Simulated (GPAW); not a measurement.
# SnO: single point with PBE

The system is SnO.

```xyz
4
Lattice="3.8137 0.0000 0.0000 0.0000 3.8137 0.0000 0.0000 0.0000 4.8869" Properties=species:S:1:pos:R:3 pbc="T T T"
Sn    1.9068    0.0000    3.7367
Sn    0.0000    1.9068    1.1503
O     0.0000    0.0000    0.0000
O     1.9068    1.9068    0.0000
```

The cell is a database's computed one.

| Property | Result |
| --- | --- |
| Program | GPAW 26.7.0 |
| Task | single point |
| Functional | PBE |
| Potentials or basis | GPAW PAW data sets (gpaw-data 1.2.1) |
| Cutoff | 600 eV |
| Basis | pw |
| k mesh | 6 × 6 × 5 |
| Occupations | fermi-dirac, width 0.05 eV |
| Spin | no spin polarisation |

```
Pressure               : 0.3 GPa
Largest force          : 0.322 eV/Å
Band gap on the k mesh : 0.15 eV, indirect (least direct gap 2.02 eV)
```

Forces in eV/Å, atoms in the order of the input:
```
Sn   0.000  0.000 -0.322
Sn   0.000  0.000  0.322
O    0.000  0.000  0.000
O    0.000  0.000  0.000
```

Stress tensor (GPa, compression positive):
```
 0.48  0.00  0.00
 0.00  0.48  0.00
 0.00  0.00 -0.05
```

Levels at points of the mesh, in eV from the valence-band top:
| k point | band 16 | band 17 | band 18 | band 19 | band 20 | band 21 | band 22 | band 23 | band 24 | band 25 |
| --- | --- | --- | --- | --- | --- | --- | --- | --- | --- | --- |
| (0.00, 0.00, 0.00) | -6.28 | -3.49 | -3.21 | -3.21 | 0.00 | 2.03 | 4.25 | 4.73 | 4.73 | 5.65 |
| (0.50, 0.00, 0.00) | -5.02 | -4.87 | -4.87 | -2.67 | -2.67 | 3.14 | 3.14 | 5.90 | 5.90 | 5.91 |
| (0.50, 0.50, 0.00) | -5.15 | -2.55 | -2.55 | -1.87 | -1.87 | 0.15 | 0.15 | 4.47 | 4.47 | 7.12 |

Wall time 50 s on 1 thread of Arm Neoverse V1, on a shared host, peak memory 0.2 GiB.

Caveat: the cutoff is short for stress and forces, so pressures can be off by a GPa or more; spin-orbit coupling is left out, which moves the levels of the heavy elements; an odd mesh through Γ misses points on the zone boundary, where band edges often lie. PBE gaps usually lie below the measured ones, often by a third to a half.
